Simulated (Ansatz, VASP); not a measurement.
# NiO: VASP beside Ansatz

```
Ni O
1.0
     2.78306    0.00000    0.00000
    -1.39153    2.41020    0.00000
     0.00000    0.00000    2.71613
Ni O
1 1
Direct
  0.00000 0.00000 0.00000
  0.66667 0.33333 0.50000
```

Measurements of this composition are mostly on another form, of space group No. 225.

Alike in both runs: task single point; functional PBE; k mesh 11 × 11 × 10; occupations fermi-dirac, width 0.05 eV; collinear spin, ferromagnetic start.

|  | VASP | Ansatz |
| --- | --- | --- |
| version | VASP 6.6.1 | Ansatz 0.2.0 |
| potentials or method | VASP PAW PBE potentials, release 64 (Ni, O) | Ansatz PAW |
| plane-wave cutoff (eV) | 520 | 420 |
| valence electrons in the cell | 16 | 24 |

|  | VASP | Ansatz | Ansatz less VASP |
| --- | --- | --- | --- |
| gap on the k mesh at the Fermi level (eV) | none | none | - |
| pressure (GPa) | 4.8 | 5.1 | +0.30 |
| largest component of the traceless stress (GPa) | 2.47 | 2.24 | -0.226 |
| net moment per atom (μB) | 0.92 | 0.94 | +0.020 |
| size of the moment on the site where the two differ most (μB) | 1.39 | 1.42 | +0.031 |

Site moments also hang on the region over which each program counts them. A gap of «none» marks a metal or a gap that the smearing closes. The two sets of potentials don't hold the same shells in valence.

Caveats: a cell with one magnetic atom can't hold antiferromagnetic order, which such compounds often take; semilocal functionals often make such compounds metallic where correlation or magnetic order opens a gap, which also shifts bond lengths; the pressure holds a Pulay correction of +0.7 GPa for the finite cutoff (Ansatz). With open d or f shells a metallic result of PBE can be an artefact of self-interaction; +U or a hybrid may open a gap.
